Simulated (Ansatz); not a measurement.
LiBr, DFT, LDA, all-electron LAPW, scalar-relativistic (Ansatz 0.2.0), run on 1 thread of Arm Neoverse V1 on a shared host.

The cell is COD entry 1011363, as deposited and not checked against the literature; nothing was relaxed. It is an old determination, and later ones may differ.

Command: `ansatz run input.yaml --threads 1 --pin off --max-ram 2048MiB --backend cpu --events-out ev --progress --plain --runs-dir out`

```yaml
crystal:
  lattice:
    - [0.0, 2.7445, 2.7445]
    - [2.7445, 0.0, 2.7445]
    - [2.7445, 2.7445, 0.0]
  atoms:
    - { symbol: Li, position: [0.0, 0.0, 0.0] }
    - { symbol: Br, position: [0.5, 0.5, 0.5] }
kpoints:
  mp_grid: { grid: [8, 8, 8] }
  band_path:
    path:
      - [0.0, 0.0, 0.0]
      - [0.5, 0.0, 0.5]
      - [0.625, 0.25, 0.625]
      - [0.375, 0.375, 0.75]
      - [0.0, 0.0, 0.0]
      - [0.5, 0.5, 0.5]
      - [0.5, 0.25, 0.75]
      - [0.5, 0.0, 0.5]
    npoints: 5
scf:
  occupations: { method: fermi_dirac, width: 0.03 }
hamiltonian:
  xc: lda
  pseudopotentials: { kind: all_electron, lapw: { basis_error: 0.001 } }
output:
  forces: true
  stress: true
  eigenvalues: true
```

(1) How large is the problem that the program sets up?

(2) About how long does it take, and how much memory does it use?

## Answers

(1) 29 irreducible k-points, 169 plane waves at Γ, 18 bands.

(2) 4.7 s of wall time for 6 SCF iterations, with a peak of 0.22 GiB. Times on shared machines scatter by tens of per cent.
